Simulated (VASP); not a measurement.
# PbTe: molecular dynamics at constant energy

PbTe, Pm-3m (no. 221), 8 atoms in the cell. PBE, molecular dynamics; PAW potentials Pb, Te (PBE set).

Ensemble: NVE; Starting temperature (K): 1600.

## Input

INCAR:
```
SYSTEM = TePb
GGA = PE
PREC = Normal
ENCUT = 200
EDIFF = 1E-6
NELMIN = 4
NELM = 60
ALGO = Normal
LREAL = Auto
LASPH = .TRUE.
ISMEAR = 0
SIGMA = 0.05
ISYM = 0
LWAVE = .FALSE.
LCHARG = .FALSE.
IBRION = 0
NSW = 60
POTIM = 4.0
TEBEG = 1600
ISIF = 2
RANDOM_SEED = 231232 0 0
MDALGO = 2
SMASS = -3
KPAR = 2
```

KPOINTS:
```
k-points
0
Gamma
  3 3 1
```

POSCAR:
```
TePb
1.0
    4.0022870000      0.0000000000      0.0000000000
    0.0000000000      4.0022870000      0.0000000000
    0.0000000000      0.0000000000     16.0091480000
Pb Te
4 4
Direct
    0.0000000000      0.0000000000      0.0000000000
    0.0000000000      0.0000000000      0.2500000000
    0.0000000000      0.0000000000      0.5000000000
    0.0000000000      0.0000000000      0.7500000000
    0.5000000000      0.5000000000      0.1250000000
    0.5000000000      0.5000000000      0.3750000000
    0.5000000000      0.5000000000      0.6250000000
    0.5000000000      0.5000000000      0.8750000000
```

Commands:
```
cat potpaw_PBE.64/Pb/POTCAR potpaw_PBE.64/Te/POTCAR > POTCAR
mpirun -np 2 vasp_std > vasp.out
```

## Result

- Rise of the mean potential energy above the start (meV/atom): 70.6
- Mean temperature (K): 975
- Electronic steps per ionic step after the first: 4.2

Course of the run:

| Time (fs) | Temperature (K) | Potential energy less the first (meV/atom) |
|---|---|---|
| 4 | 1600 | 0.0 |
| 24 | 1580 | 2.4 |
| 40 | 1533 | 7.7 |
| 60 | 1431 | 19.1 |
| 76 | 1279 | 36.3 |
| 96 | 1001 | 67.7 |
| 112 | 789 | 91.7 |
| 132 | 639 | 108.7 |
| 148 | 603 | 112.8 |
| 168 | 604 | 112.7 |
| 184 | 624 | 110.4 |
| 204 | 667 | 105.5 |
| 220 | 703 | 101.5 |
| 240 | 734 | 97.9 |

The mean temperature lies below the starting 1600 K, since the atoms start on their sites and part of their kinetic energy turns into potential energy.

REPORT:
```
MDALGO =   2
               SCALING =       0
                 CNEXP =     9.000   14.000
           RANDOM_SEED =            231232                0                0

   original number of atomic DOF:         21
   number of independent constraints:      0
   number of active DOF:                  21

========================================
         MD step No.       1
========================================

  Atomic velocities initialized by STEP_tb

  >Energies
                    E_tot             E_pot             E_kin               EPS                ES
   e_b>   -0.26662050E+02   -0.28109771E+02    0.14477209E+01    0.00000000E+00    0.00000000E+00

  >Temperature
               T_sim     T_inst
   tmprt>   1600.000   1600.000

  >Thermostat:
           s(n+1) sdot(n+1)      s(n)   sdot(n)        Qs
   s_b>   0.00000   0.00000   0.00000   0.00000  -3.00000

           RANDOM_SEED =            231232               48                0

[... steps left out ...]

========================================
         MD step No.      60
========================================

  >Energies
                    E_tot             E_pot             E_kin               EPS                ES
   e_b>   -0.26662515E+02   -0.27326929E+02    0.66441446E+00    0.00000000E+00    0.00000000E+00

  >Temperature
               T_sim     T_inst
   tmprt>   1600.000    734.301

  >Thermostat:
           s(n+1) sdot(n+1)      s(n)   sdot(n)        Qs
   s_b>   0.00000   0.00000   0.00000   0.00000  -3.00000

           RANDOM_SEED =            231232               48                0
```

OSZICAR:
```
N       E                     dE             d eps       ncg     rms          rms(c)
DAV:   1     0.106693378149E+03    0.10669E+03   -0.78771E+03   250   0.570E+02
DAV:   2    -0.188502498446E+02   -0.12554E+03   -0.12396E+03   329   0.126E+02
DAV:   3    -0.284229347245E+02   -0.95727E+01   -0.95039E+01   299   0.387E+01
DAV:   4    -0.286935612068E+02   -0.27063E+00   -0.26886E+00   340   0.701E+00
DAV:   5    -0.286981446152E+02   -0.45834E-02   -0.45827E-02   291   0.920E-01    0.122E+01
DAV:   6    -0.281133030489E+02    0.58484E+00   -0.31942E+00   303   0.435E+00    0.734E+00
DAV:   7    -0.281087690638E+02    0.45340E-02   -0.29103E-01   283   0.198E+00    0.301E+00
DAV:   8    -0.281102920441E+02   -0.15230E-02   -0.10979E-02   332   0.465E-01    0.124E+00
DAV:   9    -0.281099783431E+02    0.31370E-03   -0.77639E-03   339   0.274E-01    0.413E-01
DAV:  10    -0.281098302977E+02    0.14805E-03   -0.44385E-03   340   0.214E-01    0.252E-01
DAV:  11    -0.281097819779E+02    0.48320E-04   -0.51494E-04   331   0.874E-02    0.729E-02
DAV:  12    -0.281097742902E+02    0.76877E-05   -0.15148E-04   331   0.441E-02    0.328E-02
[... left out ...]
     58 T=   723. E= -.26662427E+02 F= -.27316738E+02 E0= -.27312103E+02  EK= 0.65431E+00 SP= 0.00E+00 SK= 0.00E+00
     59 T=   729. E= -.26662375E+02 F= -.27321919E+02 E0= -.27317510E+02  EK= 0.65954E+00 SP= 0.00E+00 SK= 0.00E+00
[... last step whole ...]
       N       E                     dE             d eps       ncg     rms          rms(c)
DAV:   1    -0.273269272549E+02   -0.50080E-02   -0.17334E-02   291   0.141E+00    0.517E-03
DAV:   2    -0.273269289770E+02   -0.17221E-05   -0.30473E-05   313   0.211E-02    0.434E-03
DAV:   3    -0.273269289692E+02    0.78255E-08   -0.65968E-07   180   0.414E-03    0.326E-03
DAV:   4    -0.273269289738E+02   -0.46398E-08   -0.11722E-07   137   0.170E-03
     60 T=   734. E= -.26662515E+02 F= -.27326929E+02 E0= -.27322711E+02  EK= 0.66441E+00 SP= 0.00E+00 SK= 0.00E+00
```

Limits: 240 fs of 8 atoms are too short for converged averages; the cell is only 4.0 Å across, so each atom moves in step with near copies of itself.

VASP 6.6.1 took 204 s on 2 cores (Intel Xeon Platinum 8259CL @ 2.50GHz (Skylake/Cascade Lake)), a shared host.
